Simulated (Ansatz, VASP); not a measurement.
One calculation of Sr, two programs

Contents of INCAR:

```
SYSTEM = Sr
PREC = Accurate
ENCUT = 520
EDIFF = 1E-6
ISMEAR = 0
SIGMA = 0.03
LREAL = .False.
LASPH = .True.
NELM = 100
ALGO = Normal
ISIF = 2
LWAVE = .False.
LCHARG = .False.
GGA = PS
NBANDS = 11
```

KPOINTS

```
Automatic mesh
0
Gamma
  10 10 10
  0 0 0
```

Contents of POSCAR:

```
Sr
1.0
    0.0000000000      3.0423500000      3.0423500000
    3.0423500000      0.0000000000      3.0423500000
    3.0423500000      3.0423500000      0.0000000000
Sr
1
Direct
    0.0000000000      0.0000000000      0.0000000000
```

Input for Ansatz:

```yaml
crystal:
  lattice:
    - [0.0, 3.04235, 3.04235]
    - [3.04235, 0.0, 3.04235]
    - [3.04235, 3.04235, 0.0]
  atoms:
    - { symbol: Sr, position: [0.0, 0.0, 0.0] }
basis:
  ecutwfc: 420
kpoints:
  mp_grid: { grid: [10, 10, 10] }
hamiltonian:
  xc: pbesol
scf:
  occupations: { method: gaussian, width: 0.03 }
output:
  forces: true
  stress: true
  eigenvalues: true
```

Alike in both runs: task single point; functional PBEsol; k mesh 10 × 10 × 10; occupations gaussian, width 0.03 eV; no spin polarisation.

|  | VASP | Ansatz |
| --- | --- | --- |
| version | VASP 6.6.1 | Ansatz 0.2.0 |
| potentials or method | VASP PAW PBE potentials, release 64 (Sr_sv) | scalar-relativistic, plane waves, PAW |
| plane-wave cutoff (eV) | 520 | 420 |
| valence electrons in the cell | 10 | 10 |

```csv
,VASP,Ansatz,Ansatz less VASP
gap on the k mesh at the Fermi level (eV),none,none,-
pressure (GPa),-0.9,-0.9,-0.01
```

A gap of «none» marks a metal or a gap that the smearing closes.

Caveats: the PAW data sets were made with another functional, which shifts forces and pressure a little (VASP).
